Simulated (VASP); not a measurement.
**A VASP 6.6.1 single-point calculation on NaI**

INCAR

```
LWAVE = .FALSE.
NBANDS = 14
ENCUT = 520
SIGMA = 0.02
ALGO = Conjugate
NSW = 0
PREC = Accurate
LREAL = .FALSE.
EDIFF = 1E-7
NELM = 120
LASPH = .TRUE.
IBRION = -1
LCHARG = .FALSE.
ISMEAR = -1
ISIF = 2
GGA = PE
```

KPOINTS

```
KPOINTS created by Atomic Simulation Environment
0
Monkhorst-Pack
6 6 6
0 0 0
```

POSCAR

```
Na I
 1.0000000000000000
     3.9225530217000002    0.0000000000000000    0.0000000000000000
     0.0000000000000000    3.9225530217000002    0.0000000000000000
     0.0000000000000000    0.0000000000000000    4.0405366932000000
 Na  I
   1   1
Cartesian
  0.0000000000000000  0.0000000000000000  0.0000000000000000
  1.9612765108500001  1.9612765108500001  2.0202683466000004
```

The recommended PBE PAW datasets give the neutral cell 14 valence electrons.

Command

```
mpirun -np 1 vasp_std
```

OSZICAR

```
N       E                     dE             d eps       ncg     rms           ort
DAV:   1     0.830175806262E+02    0.83018E+02   -0.66975E+03   252   0.103E+03
DAV:   2     0.939654273553E+00   -0.82078E+02   -0.75555E+02   252   0.221E+02
DAV:   3    -0.502510829573E+01   -0.59648E+01   -0.59304E+01   252   0.595E+01
DAV:   4    -0.516253409478E+01   -0.13743E+00   -0.13740E+00   252   0.919E+00
DAV:   5    -0.516614401760E+01   -0.36099E-02   -0.36099E-02   252   0.146E+00
SDA:   6    -0.495578689858E+01    0.21036E+00   -0.36099E-02   252   0.274E+00   0.000E+00
CGA:   7    -0.503104867229E+01   -0.75262E-01   -0.75375E-01   252   0.737E-01  -0.106E-02
CGA:   8    -0.504303022620E+01   -0.11982E-01   -0.11979E-01   252   0.140E-01   0.909E-04
CGA:   9    -0.504866224650E+01   -0.56320E-02   -0.56330E-02   252   0.274E-02  -0.461E-05
CGA:  10    -0.504955401499E+01   -0.89177E-03   -0.89155E-03   252   0.674E-03   0.223E-05
CGA:  11    -0.504969330610E+01   -0.13929E-03   -0.13947E-03   252   0.140E-03   0.695E-05
CGA:  12    -0.504973583204E+01   -0.42526E-04   -0.42397E-04   252   0.158E-04   0.188E-05
CGA:  13    -0.504974093308E+01   -0.51010E-05   -0.50027E-05   252   0.459E-05   0.132E-05
SDA:  14    -0.504974211976E+01   -0.11867E-05   -0.11925E-05   252   0.142E-05   0.118E-05
SDA:  15    -0.504974266185E+01   -0.54209E-06   -0.50281E-06   252   0.563E-06   0.355E-06
SDA:  16    -0.504974279462E+01   -0.13277E-06   -0.13655E-06   252   0.287E-06   0.296E-06
SDA:  17    -0.504974287769E+01   -0.83077E-07   -0.78890E-07   252   0.166E-06   0.198E-06
   1 F= -.50497429E+01 E0= -.50497429E+01  d E =-.142041E-11
```

From OUTCAR

```
k-points           NKPTS =     18   k-points in BZ     NKDIM =     18   number of bands    NBANDS=     14

   NELECT =      14.0000    total number of electrons

   dimension x,y,z NGX =    30 NGY =   30 NGZ =   30
   dimension x,y,z NGXF=    60 NGYF=   60 NGZF=   60

  energy-cutoff  :      520.00
  volume of cell :       62.17
      direct lattice vectors                 reciprocal lattice vectors
     3.922553022  0.000000000  0.000000000     0.254936006  0.000000000  0.000000000
     0.000000000  3.922553022  0.000000000     0.000000000  0.254936006  0.000000000
     0.000000000  0.000000000  4.040536693     0.000000000  0.000000000  0.247491874

 k-points in reciprocal lattice and weights: KPOINTS created by Atomic Simulation Env
   0.08333333  0.08333333  0.08333333       0.037
   0.25000000  0.08333333  0.08333333       0.074
   0.41666667  0.08333333  0.08333333       0.074
   0.25000000  0.25000000  0.08333333       0.037
   0.41666667  0.25000000  0.08333333       0.074
   0.41666667  0.41666667  0.08333333       0.037
   0.08333333  0.08333333  0.25000000       0.037
   0.25000000  0.08333333  0.25000000       0.074
   ...

 E-fermi :   2.7342

 k-point     1 :       0.0833    0.0833    0.0833
  band No.  band energies     occupation
      1     -21.2483      2.00000
      2     -21.2482      2.00000
      3     -21.2437      2.00000
      4      -9.5479      2.00000
      5       1.2512      2.00000
      6       1.5170      2.00000
      7       1.6164      2.00000
      8       5.5351      0.00000
      9       8.2585      0.00000
     10       8.4595      0.00000
     11      12.2734      0.00000
     12      12.8261      0.00000
     13      13.0000      0.00000
     14      14.7913      0.00000

 k-point     2 :       0.2500    0.0833    0.0833
  band No.  band energies     occupation
      1     -21.2533      2.00000
      2     -21.2478      2.00000
      3     -21.2432      2.00000
      4      -9.3809      2.00000
      5       0.0909      2.00000
      6       1.4845      2.00000
      7       1.7470      2.00000
      8       6.4207      0.00000
      9       8.7153      0.00000
     10       9.4927      0.00000
     11      10.9649      0.00000
     12      11.3827      0.00000
     13      13.0514      0.00000
     14      13.7013      0.00000

 k-point     3 :       0.4167    0.0833    0.0833
  band No.  band energies     occupation
      1     -21.2584      2.00000
      2     -21.2473      2.00000
      3     -21.2427      2.00000
      4      -9.1968      2.00000
      5      -0.9166      2.00000
      6       1.6895      2.00000
      7       1.9410      2.00000
      8       7.2995      0.00000
      9       8.5743      0.00000
     10       9.3062      0.00000
     11       9.9522      0.00000
     12      11.3156      0.00000
     13      12.6662      0.00000
     14      13.6332      0.00000

 k-point     4 :       0.2500    0.2500    0.0833
  band No.  band energies     occupation
      1     -21.2529      2.00000
      2     -21.2525      2.00000
      3     -21.2427      2.00000
      4      -9.2223      2.00000
      5       0.1999      2.00000
      6       0.5204      2.00000
      7       1.6769      2.00000
      8       7.1071      0.00000
      9       8.3412      0.00000
     10      10.1287      0.00000
     11      10.8354      0.00000
     12      11.2482      0.00000
     13      11.9541      0.00000
     14      14.0725      0.00000

 ...

  Total        0.7874154      0.7874154      0.1621452      0.0000000      0.0000000      0.0000000
  in kB       20.2926031     20.2926031      4.1786684      0.0000000      0.0000000      0.0000000
  external PRESSURE =      14.9212915 kB  Pullay stress =       0.0000000 kB

 POSITION                                       TOTAL-FORCE (eV/Angst)
 -----------------------------------------------------------------------------------
      0.00000      0.00000      0.00000         0.000000      0.000000      0.000000
      1.96128      1.96128      2.02027         0.000000      0.000000      0.000000
 -----------------------------------------------------------------------------------
    total drift:                                0.000000     -0.000000     -0.000000

  FREE ENERGIE OF THE ION-ELECTRON SYSTEM (eV)
  ---------------------------------------------------
  free  energy   TOTEN  =        -5.0497428777 eV

  energy  without entropy=       -5.0497428777  energy(sigma->0) =       -5.04974288
```

It converged. Results: gap between bands v and c on the k mesh 3.25 eV; least direct gap on the k mesh 3.25 eV; pressure 1.5 GPa. Band v is the last that the valence electrons fill when counted band by band, and c is the next.

The shifted mesh misses Γ, so a band edge there is missed.

For comparison, a separate PBE run of the intended cell, on usual settings and not on those above, gives a gap of 2.30 eV on its mesh and a pressure of 1.5 GPa.

The run above took about 13 s on one core of a shared host (Intel Xeon 6975P-C) and held 0.17 GiB at most.
